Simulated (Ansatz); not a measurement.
Trial structure of LiCl, not yet relaxed:

Space group Cmcm (No. 63). a = 4.338 Å, b = 5.301 Å, c = 13.096 Å, α = 90.00°, β = 90.00°, γ = 90.00°
```csv
atom,site,symmetry,x,y,z
Li,8f,m..,0.5000,0.2921,0.5839
Li,4c,m2m,0.5000,0.2078,0.2500
Cl,8f,m..,0.5000,0.7079,0.5839
Cl,4c,m2m,0.5000,0.7922,0.2500
```

The calculation used Ansatz, DFT PBE, scalar-relativistic, plane waves, PAW. Plane waves to 420 eV, a k mesh through Γ of 6×6×2 on the computed 12-atom cell and Gaussian smearing (0.10 eV); no spin polarisation.

Formation energies are uncorrected and refer to the elements' standard structures at the same level (Cl₂ as a molecule).

Problem. How far from equilibrium is it?

Solution. The pressure is 24.9 GPa (the mean over three directions, positive in compression), the largest force is 0.44 eV/Å, and the energy is −1.51 eV/atom against the elements. The shortest distance is 2.20 Å.

Problem. Is it a good guess?

Solution. A rough one: relaxing gains about 0.34 eV/atom in 13 ionic steps and ends at −1.852 eV/atom on the finer mesh. The symmetry goes from Cmcm (No. 63) to Fm-3m (No. 225), and the primitive cell from 12 to 2 atoms. The end has the rock salt type. The volume per atom grows by 36.1 %, from 12.5 to 17.1 Å³. The shortest distance goes from 2.20 Å (Li–Cl) to 2.58 Å (Li–Cl). Conventional cell: a = 5.150 Å. Around Li lie 6 Cl at 2.58 Å; Cl is surrounded by 6 Li at 2.58 Å.

The last run used an 8×8×8 mesh for its 2-atom cell and Gaussian smearing of 0.02 eV. The relaxation can't lower the symmetry of the start, and the grade says only how near the guess is to its own end. A later test with randomly moved atoms came back to the same energy, though modes that don't fit the test's cell weren't probed. Another cell of LiCl relaxed alike, in P3m1, lies 23 meV/atom lower, so this cell isn't the stable form at this level.
